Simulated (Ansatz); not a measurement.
# PBE against r2SCAN: KI

Consider KI in the rock salt structure (space group Fm-3m, No. 225; a = 7.1828 Å).

(Cell as relaxed with PBE.)

Levels (all Ansatz, a quantum-chemistry and plane-wave program, PAW, earlier PAW set): PBE (420 eV, scalar-relativistic without spin-orbit coupling); r2SCAN (500 eV, no SOC).

Each level relaxes its own structure.

| quantity | PBE | r2SCAN |
|---|---|---|
| volume per atom | 46.32 Å³ | [?] |
| lattice parameter a | 7.183 Å | [?] |
| band gap | 3.85 eV | [?] |
| gap character | direct at Γ | [?] |
| electron mass | 0.34 mₑ | [?] |
| hole mass (degenerate bands, along [100]) | 0.51, 2.8, 2.8 mₑ | [?] |

Problem. Predict the r2SCAN column.

Solution. 
- volume per atom, r2SCAN: 44.60 Å³
- lattice parameter a, r2SCAN: 7.093 Å
- band gap, r2SCAN: 4.58 eV
- gap character, r2SCAN: direct at Γ
- electron mass, r2SCAN: 0.34 mₑ
- hole mass (degenerate bands, along [100]), r2SCAN: 0.50, 2.6, 2.6 mₑ

PBE's volume per atom lies 1.72 Å³ above r2SCAN's (3.9 %); PBE's lattice parameter a lies 0.090 Å above r2SCAN's (1.3 %); PBE's band gap lies 0.73 eV below r2SCAN's; the two agree on the gap character and electron mass. Neither level is exact; r2SCAN is the comparison here, not a measurement.

Spin-orbit coupling, missing from the scalar runs, can matter with I. Masses are band curvatures over ±0.01 Å⁻¹ around the edge. No phonon test of stability was made.
